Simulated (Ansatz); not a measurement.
The geometry is COD entry 1531482, unchecked; take it as a test cell.

Input and log of a run on N: DFT, PBE, all-electron LAPW, scalar-relativistic (Ansatz 0.2.0).

```yaml
crystal:
  lattice:
    - [4.749, 0.0, 0.0]
    - [0.0, 7.873, 0.0]
    - [0.0, 0.0, 3.541]
  atoms:
    - { symbol: "N", position: [0.0205, 0.25, 0.6348] }
    - { symbol: "N", position: [0.9795, 0.75, 0.3652] }
    - { symbol: "N", position: [0.4795, 0.75, 0.1348] }
    - { symbol: "N", position: [0.5205, 0.25, 0.8652] }
kpoints:
  mp_grid: { grid: [7, 4, 9] }
  band_path:
    path:
      - [0.0, 0.0, 0.0]
      - [0.5, 0.0, 0.0]
      - [0.5, 0.5, 0.0]
      - [0.0, 0.5, 0.0]
      - [0.0, 0.0, 0.0]
      - [0.0, 0.0, 0.5]
      - [0.5, 0.0, 0.5]
      - [0.5, 0.5, 0.5]
      - [0.0, 0.5, 0.5]
    npoints: 8
scf:
  occupations: { method: fermi_dirac, width: 0.01 }
hamiltonian:
  xc: pbe
  pseudopotentials: { kind: all_electron, lapw: { basis_error: 0.001 } }
output:
  forces: true
  stress: true
  eigenvalues: true
  populations: true
  dos: { projected: true, de: 0.2, e_range: [-14, 8] }
```

What the program printed:

```
N: projections on atomic orbitals take those of the free atom 1s2 2s2 2p3, of charge +0.00 (hamiltonian.pseudopotentials.projection_atoms)
LAPW: plane waves up to 7.205 Å⁻¹, error target 1.0e-3 eV per atom; small_component_spin mean_spin; N in spheres of 1.255 Å, 5 of its electrons in bands, Dirac shells []
Engine: ansatz 0.2.0
Pseudopotentials: kind: all_electron
Pseudopotential: N, LAPW, valence charge 5, Koelling and Harmon's equation, gaussian nucleus
Functional definition: PBE
  parameter kappa = 0.804
  parameter beta = 0.06672455060314922
  exchange = pbe_x(kappa = kappa, mu = beta*pi^2/3)
  correlation = pbe_c(beta = beta)
Crystal: 4 atoms, lattice volume = 132.394 Å³
Basis set: ecut = 197.80473455094713 eV, 837 PW (Γ), exchange–correlation at level 2
Bands: 14, of which v1, the nominal top of the filled ones, is band 10 counted from 1 (9 counted from 0)
Symmetry: 8 space group operations
Space group: Pnma (ITA 62), of the structure as read, at distance tolerance 5.1e-5 Å
k-points: 60 of 252
Non-local potential: N, projectors of the file, none
Initial density: superposition of atomic densities (chi_scale 0.1, normalization cell)
Initial wavefunctions: plane waves of lowest kinetic energy (no species holds an atomic orbital)
Functional: x = pbe(κ = 0.804, μ = 0.2195149727645171), c = pbe(β = 0.06672455060314922)
iter 1 solved again at ethr=2.65e-4 eV; its pass at ethr=1.00e-1 eV (dr2=5.31e-2 eV) is discarded
SCF iter   1: F=—  HF=-5934.586017 eV  |F-HF|=—  |Δ(HF+E_count)|=         —  Δρ=6.74e-3  dr2=5.38e-2  ethr=2.65e-4  ⟨swp⟩=3.0  Hψ=6377  notcnv=0
preconditioner: auto → LDOS  [metal: Δε(μ)=0.006 eV  Ē_g=5.427 eV  σ=0.010 eV  W_gap=0.15  n_scr=16 (ndim 8)  ℏωp=14.4 eV  f_vac=0.279  D(μ)=13.62/eV (n_scr^D=176)  β→1.0]
SCF iter   2: F=—  HF=-5934.456647 eV  |F-HF|=—  |Δ(HF+E_count)|=   1.29e-1  Δρ=4.19e-3  dr2=2.63e-2  ethr=2.65e-4  ⟨swp⟩=3.0  Hψ=3470  notcnv=0
SCF iter   3: F=—  HF=-5934.474687 eV  |F-HF|=—  |Δ(HF+E_count)|=   1.80e-2  Δρ=1.62e-3  dr2=4.80e-3  ethr=1.31e-4  ⟨swp⟩=2.1  Hψ=2888  notcnv=0
SCF iter   4: F=—  HF=-5934.473999 eV  |F-HF|=—  |Δ(HF+E_count)|=         —  Δρ=6.03e-4  dr2=4.95e-4  ethr=2.40e-5  ⟨swp⟩=2.6  Hψ=2934  notcnv=0
the basis was enlarged: its passes take 97.8 KiB over the memory plan, 1 of 1 planned eigensolver slots
iter 5 solved again at ethr=1.94e-7 eV; its pass at ethr=2.47e-6 eV (dr2=3.89e-5 eV) is discarded
SCF iter   5: F=—  HF=-5934.473559 eV  |F-HF|=—  |Δ(HF+E_count)|=   4.41e-4  Δρ=1.38e-4  dr2=3.93e-5  ethr=1.94e-7  ⟨swp⟩=2.0  Hψ=4522  notcnv=0
SCF iter   6: F=—  HF=-5934.473582 eV  |F-HF|=—  |Δ(HF+E_count)|=   2.33e-5  Δρ=7.10e-5  dr2=4.55e-6  ethr=1.94e-7  ⟨swp⟩=2.0  Hψ=2655  notcnv=0
SCF iter   7: F=—  HF=-5934.473583 eV  |F-HF|=—  |Δ(HF+E_count)|=   1.56e-6  Δρ=1.45e-5  dr2=1.54e-7  ethr=2.28e-8  ⟨swp⟩=2.0  Hψ=2655  notcnv=0
SCF iter   8: F=-5934.473584 eV  HF=-5934.473584 eV  |F-HF|=4.34e-9  |Δ(HF+E_count)|=   8.80e-7  Δρ=1.45e-6  dr2=3.30e-9  ethr=7.69e-10  ⟨swp⟩=3.0  Hψ=3180  notcnv=0
SCF 1 converged in 8 iterations: F = -5934.473584 eV  dr2 = 3.30e-9
NSCF: frozen V_eff on 65 k-points
SCF converged after 8 iterations
Free energy (F): -5934.473584 eV
Harris-Foulkes:  -5934.473584 eV  (|F-HF|=4.34e-9)
Internal energy: -5934.468506 eV  (E = F + TS)
E sigma→0 (E₀):  -5934.471045 eV
Entropy (-TS):   -0.005079 eV (-1.270 meV/atom)
Fermi energy:    -4.185804 eV
--- Per-component energies (eV) ---
  E_band       = -184.959445
  E_kinetic    = 5896.268650
  E_xc         = -712.950966
  E_electrostatic = -11117.786190  (all electrons and nuclei)
  E_smearing   = -0.005079  (= −TS)
  E_closure    = 0.000000  (closes the sum)
  E_atoms      = -5926.970060  (free atoms, spherical and without spin; not in F)
  Σ components = -5934.473584   (vs F -5934.473584, Δ=0.00e0)
  Basis errors (estimates in eV, not in F): energy 4.4e-4 per atom: plane waves 4.2e-4 (2.6e-4 summed), levels above the bands 2.1e-47, relativity 1.8e-8, radial functions 1.7e-5, core shells 6.7e-7; eigenvalues (radial functions only) 1.1e-6; not estimated: angular momenta, meshes, grids; target (lapw.basis_error) 1.0e-3; muffin-tin radii N 1.255 Å
--- Forces (eV/Å), atoms counted from 1 ---
  atom   1  N     -0.00391237     0.00000000     1.00435958
  atom   2  N      0.00391237    -0.00000000    -1.00435958
  atom   3  N      0.00391237     0.00000000     1.00435958
  atom   4  N     -0.00391237    -0.00000000    -1.00435958
  max |Σ_I F_I| component: 2.22e-16 eV/Å
--- Stress (GPa, compression-positive) ---
      -25.336955      -0.000000      -0.000000
       -0.000000      -0.779686      -0.000000
       -0.000000      -0.000000      -5.850508
  P = ⅓ Tr σ = -10.6557 GPa (-106.557 kbar)
--- Band table (eV; the first three rows and the last of 60) ---
  k-point 0: bands = ["-16.6013", "-16.5456", "-15.0724", "-15.0413", "-6.0219", "-5.9533", "-5.1439", "-4.5578", "-3.9051", "-3.8857", "-3.8159", "-3.8091", "-3.8014", "-3.5708"]
  k-point 1: bands = ["-16.5772", "-16.5242", "-15.0687", "-15.0391", "-5.9913", "-5.9263", "-5.1029", "-4.5470", "-4.1283", "-4.1068", "-3.8062", "-3.7792", "-3.7787", "-3.5726"]
  k-point 2: bands = ["-16.5138", "-16.4694", "-15.0600", "-15.0349", "-5.9108", "-5.8566", "-4.9905", "-4.5256", "-4.4962", "-4.4765", "-3.8902", "-3.8806", "-3.7792", "-3.5810"]
  k-point 59: bands = ["-15.9119", "-15.9119", "-15.6193", "-15.6193", "-5.4314", "-5.4314", "-5.0713", "-5.0713", "-4.2633", "-4.2633", "-4.0556", "-4.0556", "-3.6030", "-3.6030"]
--- Löwdin populations: 4 sites ---
  site symbol       q [e]
     0      N      6.9973
     1      N      6.9973
     2      N      6.9973
     3      N      6.9973
  spilling = 0.000385 (of n_electrons = 28.000000)
```
